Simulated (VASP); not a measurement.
Runs of VASP 6.6.1 on Ge. The structure is cubic, space group Fd-3m (No. 227). Conventional cell: a = 5.658 Å, b = 5.658 Å, c = 5.658 Å, α = 90.00°, β = 90.00°, γ = 90.00°. Ge (site symmetry -43m) is surrounded by 4 Ge at 2.45 Å. 

| task | level | spin | cell | k mesh | cutoff (eV) | smearing | optimiser | grid for exact exchange (PRECFOCK) | exchange at q = 0 | k mesh for the DOS | occupations for the DOS | other keys | mesh quality | gap on the mesh (eV) | pressure (GPa) | relaxed volume (Å³/atom) |
| --- | --- | --- | --- | --- | --- | --- | --- | --- | --- | --- | --- | --- | --- | --- | --- | --- |
| single point | PBE | off | as given | 8 × 8 × 8 | 520 | gaussian 0.027 eV | - | - | - | - | - | - | not flagged | 0.03 | 3.5 | - |
| relaxation of cell and atoms | PBE+D3(BJ) | SOC, no magnetisation | relaxed | 6 × 6 × 6 | 600 | gaussian 0.1 eV | vasp | - | - | - | - | - | not flagged | - | 0.0 | (a) |
| single point | PBE | off | as given | 8 × 8 × 8 | 520 | gaussian 0.02 eV | - | - | - | - | - | - | not flagged | 0.03 | 3.5 | - |
| relaxation of cell and atoms | HF | off | relaxed | 4 × 4 × 4 | 600 | fermi-dirac 0.05 eV | - | Normal | truncated | - | - | - | coarse | 6.06 | 0.0 | 23.57 |
| single point | PBE | off | as given | 8 × 8 × 8 | 520 | gaussian 0.018 eV | - | - | - | - | - | - | not flagged | 0.03 | 3.5 | - |
| relaxation of cell and atoms | RPBE | SOC, no magnetisation | relaxed | 6 × 6 × 6 | 600 | tetrahedron | - | - | - | - | - | - | not flagged | - | 0.0 | 24.59 |

Alike in all rows: potentials or basis VASP PAW PBE potentials, release 64 (Ge_d).

Task: Fill in the values left out.

Result: (a) 23.19.

Caveats: some runs use coarse meshes; the PAW data sets were made with another functional, which shifts forces and pressure a little (some runs).

A k mesh can miss the band edges, and rows without SOC leave out spin-orbit coupling on Ge.
